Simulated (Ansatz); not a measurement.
## O started on a Sr site in rocksalt SrO, 64 atoms, charge +2

Computed with DFT, PBEsol, PAW, plane waves in Ansatz.

Command:

```sh
ansatz run in.yaml --threads 8 --pin off --max-ram 118750MiB --runs-dir r --events-out ev --progress --plain --backend cuda --devices 0,
```

The input less its lattice and atoms (starting moments on atoms near the defect: 2 μB in all):

```yaml
crystal:
  symmetry: { detect: false }
kpoints:
  mp_grid: { grid: [1, 1, 1], shift: [0.25, 0.25, 0.25] }
hamiltonian:
  xc: pbesol
total_charge: 2
magnetization:
  spin_polarized: true
  initial_magnetization: 2
  spin_locking: { lock_magnetization: hard }
scf:
  occupations: { method: fermi_dirac, width: 0.01 }
relax:
  f_tol: 0.03
  max_steps: 80
  escape_saddle: false
  adjacent_minimum: "off"
output:
  forces: true
  eigenvalues: true
  populations: true
  charged_corrections: { epsilon: 14.5 }
```

Start:

```
O Sr
1.0
    10.24549    0.00000    0.00000
     0.00000   10.24549    0.00000
     0.00000    0.00000   10.24549
O Sr
33 31
Direct
  0.24683 0.99901 0.99544
  0.24691 0.99774 0.50003
  0.24909 0.49936 0.00293
  0.24859 0.49769 0.50158
  0.75103 0.99745 0.00070
  0.75074 0.00173 0.50161
  0.74844 0.49996 0.00162
  0.74813 0.50336 0.50008
  0.99917 0.25002 0.99699
  0.99821 0.25348 0.50019
  0.99791 0.74883 0.99795
  0.00170 0.74962 0.50301
  0.49791 0.24644 0.00152
  0.50421 0.25236 0.49694
  0.49804 0.74996 0.00664
  0.50335 0.74661 0.50148
  0.00105 0.99776 0.25409
  0.99836 0.99799 0.75278
  0.00045 0.49816 0.24811
  0.00163 0.49936 0.74849
  0.49955 0.99916 0.25068
  0.49811 0.99914 0.75134
  0.49819 0.50085 0.24973
  0.49994 0.50001 0.74977
  0.50242 0.50351 0.50121
  0.24931 0.24649 0.25148
  0.25109 0.24881 0.75193
  0.25207 0.74864 0.25119
  0.24933 0.75166 0.75098
  0.75086 0.24987 0.24753
  0.75064 0.25100 0.75058
  0.74874 0.75458 0.25090
  0.75137 0.74784 0.74945
  0.00199 0.00129 0.99949
  0.00098 0.00369 0.50031
  0.99986 0.49594 0.99973
  0.99916 0.50062 0.50253
  0.49922 0.00356 0.99849
  0.49759 0.99886 0.49774
  0.50194 0.50096 0.99633
  0.25077 0.24866 0.00073
  0.25195 0.24917 0.50033
  0.25083 0.74897 0.99853
  0.25314 0.75159 0.50082
  0.74669 0.25030 0.00103
  0.74705 0.24921 0.49871
  0.75230 0.74894 0.00018
  0.74851 0.74662 0.50096
  0.25182 0.00123 0.24649
  0.24991 0.99774 0.74731
  0.24841 0.49998 0.25154
  0.24769 0.50224 0.75034
  0.74842 0.00140 0.25065
  0.74901 0.99891 0.74975
  0.74818 0.50291 0.25244
  0.75133 0.50140 0.74649
  0.00441 0.25097 0.25029
  0.00166 0.24783 0.75222
  0.99953 0.75113 0.24901
  0.00431 0.74986 0.74631
  0.50142 0.24810 0.25056
  0.50043 0.24767 0.74880
  0.49834 0.75033 0.24773
  0.49993 0.74895 0.74890
```

Steps:

| step | energy less the first (eV) | largest force component (eV/Å) |
| --- | --- | --- |
| start | 0.000 | 1.071 |
| 1 | -0.890 | 0.318 |
| 2 | -1.146 | 0.366 |
| 3 | -1.265 | 0.477 |
| 4 | -1.442 | 1.006 |
| 5 | -1.832 | 2.297 |
| 6 | -2.366 | 3.069 |
| 7 | -3.201 | 1.376 |
| 8 | -3.375 | 0.791 |
| 9 | -3.425 | 0.311 |
| 10 | -3.449 | 0.094 |
| 11 | -3.455 | 0.024 |
| 12 | -3.456 | 0.023 |

A structure on the way, about -1.15 eV from the start:

```
O Sr
1.0
    10.24549    0.00000    0.00000
     0.00000   10.24549    0.00000
     0.00000    0.00000   10.24549
O Sr
33 31
Direct
  0.24974 0.99938 0.00023
  0.25009 0.99869 0.50027
  0.24928 0.49920 0.00009
  0.22919 0.49934 0.50025
  0.74894 0.99957 0.00005
  0.74931 0.00061 0.50022
  0.74915 0.49956 0.00007
  0.76632 0.50035 0.49988
  0.99971 0.25027 0.99930
  0.99999 0.24930 0.49923
  0.99937 0.74927 0.00086
  0.99993 0.74952 0.50033
  0.49950 0.24828 0.99968
  0.49989 0.22822 0.49989
  0.49923 0.74909 0.00086
  0.50000 0.76579 0.50089
  0.99970 0.99903 0.25099
  0.99951 0.99982 0.74996
  0.99972 0.49914 0.24934
  0.99974 0.49947 0.74967
  0.49941 0.99960 0.25063
  0.49988 0.99917 0.74995
  0.50009 0.49934 0.23063
  0.50005 0.49983 0.76795
  0.52124 0.52350 0.51472
  0.24970 0.24930 0.25057
  0.25077 0.25002 0.74940
  0.25015 0.74913 0.25087
  0.25047 0.74909 0.75001
  0.74932 0.25028 0.24988
  0.74923 0.25030 0.74955
  0.75019 0.74970 0.25050
  0.74847 0.74904 0.74946
  0.00000 0.00027 0.00003
  0.00012 0.99969 0.49962
  0.99963 0.50046 0.00018
  0.99913 0.49922 0.49958
  0.50061 0.99947 0.99932
  0.50057 0.99841 0.49971
  0.49991 0.49975 0.99986
  0.25028 0.25036 0.99969
  0.25551 0.25565 0.49961
  0.25005 0.74823 0.99998
  0.25421 0.74235 0.49991
  0.74927 0.25017 0.99966
  0.74373 0.25400 0.50024
  0.74948 0.74846 0.99998
  0.74440 0.74391 0.49942
  0.24979 0.00040 0.25042
  0.25072 0.99982 0.74942
  0.25549 0.50026 0.25511
  0.25451 0.50010 0.74337
  0.74931 0.99976 0.25012
  0.74932 0.00055 0.74878
  0.74326 0.50038 0.25454
  0.74342 0.49984 0.74447
  0.00000 0.25007 0.25024
  0.99972 0.25000 0.74888
  0.99983 0.74879 0.25078
  0.99990 0.74873 0.74874
  0.49977 0.25524 0.25525
  0.50077 0.25474 0.74320
  0.50048 0.74325 0.25311
  0.49967 0.74297 0.74434
```

End:

```xyz
64
Lattice="10.2455 0.0000 0.0000 0.0000 10.2455 0.0000 0.0000 0.0000 10.2455" Properties=species:S:1:pos:R:3 pbc="T T T"
O     2.5607   10.2189   10.2453
O     2.5599   10.1943    5.1240
O     2.5458    5.1009    0.0029
O     2.3355    5.1076    5.1250
O     7.6848   10.2202    0.0026
O     7.6788   10.1985    5.1264
O     7.7001    5.1014    0.0007
O     7.9149    5.1113    5.1254
O     0.0002    2.5305    0.0008
O    10.2452    2.5150    5.1240
O     0.0000    7.6643    0.0005
O    10.2362    7.6783    5.1232
O     5.1233    2.5159    0.0020
O     5.1223    2.3554    5.1243
O     5.1220    7.6784   10.2392
O     5.0944    7.8531    5.1025
O    10.2434   10.2197    2.5600
O     0.0045   10.2204    7.6872
O    10.2435    5.1024    2.5449
O     0.0027    5.1031    7.7004
O     5.1218   10.1939    2.5615
O     5.1279   10.1949    7.6811
O     5.1206    5.1086    2.3370
O     5.1279    5.1102    7.9145
O     5.1710    6.4937    5.1340
O     2.5729    2.5506    2.5738
O     2.5735    2.5469    7.6774
O     2.5795    7.6537    2.5799
O     2.5827    7.6493    7.6635
O     7.6734    2.5480    2.5725
O     7.6728    2.5469    7.6753
O     7.6606    7.6511    2.5807
O     7.6612    7.6506    7.6626
Sr    0.0016   10.2238    0.0023
Sr   10.2427   10.2389    5.1239
Sr   10.2453    5.0921    0.0003
Sr    0.0003    5.0713    5.1225
Sr    5.1224   10.2397   10.2452
Sr    5.1316    0.0378    5.1298
Sr    5.1223    5.0727    0.0003
Sr    2.5710    2.5429    0.0020
Sr    2.6198    2.5738    5.1252
Sr    2.5493    7.6526    0.0001
Sr    2.4782    7.6219    5.1219
Sr    7.6769    2.5448    0.0011
Sr    7.6305    2.5793    5.1230
Sr    7.6945    7.6522   10.2442
Sr    7.7484    7.6229    5.1223
Sr    2.5680   10.2199    2.5708
Sr    2.5676   10.2181    7.6766
Sr    2.5969    5.1076    2.6015
Sr    2.5992    5.1041    7.6470
Sr    7.6783   10.2177    2.5694
Sr    7.6825   10.2190    7.6798
Sr    7.6460    5.1044    2.6010
Sr    7.6466    5.1043    7.6455
Sr   10.2446    2.5454    2.5738
Sr   10.2453    2.5447    7.6751
Sr   10.2433    7.6539    2.5528
Sr   10.2437    7.6535    7.6934
Sr    5.1228    2.5748    2.6231
Sr    5.1220    2.5789    7.6288
Sr    5.1202    7.6238    2.4823
Sr    5.1223    7.6216    7.7515
```

The run converged.

Time: 48 s of wall time on one NVIDIA GB300 with 8 processor threads, on a host shared with other runs; peak host memory 2.3 GiB.

Q: How much energy did the relaxation gain, and which atom moved most?

A: 3.46 eV in 12 steps, from a start with small random displacements; atom 25 (O) moved 1.34 Å, the median atom 0.05 Å (drift of the whole cell removed).

The moment started at 2 μB and ended at 2.0 μB; no other spin state is shown. The program warned that the state may not be the lowest. The one k point has no symmetry partners, which can distort the end along one axis.
